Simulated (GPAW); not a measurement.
The system is CuI (Marshite).

```xyz
2
Lattice="0.0000 3.0315 3.0315 3.0315 0.0000 3.0315 3.0315 3.0315 0.0000" Properties=species:S:1:pos:R:3 pbc="T T T"
I     0.0000    0.0000    0.0000
Cu    1.5157    1.5157    1.5157
```

Base run:

```yaml
Program: GPAW 26.7.0
Functional: LDA
Potentials_or_basis: PAW data sets generated in the run's folder for this functional
Cutoff: 600 eV
Basis: pw
k_mesh: 6 × 6 × 6
Occupations: fermi-dirac, width 0.05 eV
Spin: no spin polarisation
```

Its results: band gap on the k mesh 0.96 eV, direct; pressure -3.9 GPa.

Question: The run is repeated on the same cell with these changes: functional from LDA to PBE; band points from 100 to 80. What comes out?

Answer: Band gap on the k mesh 1.14 eV, direct; pressure 0.9 GPa.

Caveats: with this Cu data set, volumes or pressures lay over 1.5 % or 2 GPa off other programs in two to four cells of ten; spin-orbit coupling is left out, which moves the levels of the heavy elements.
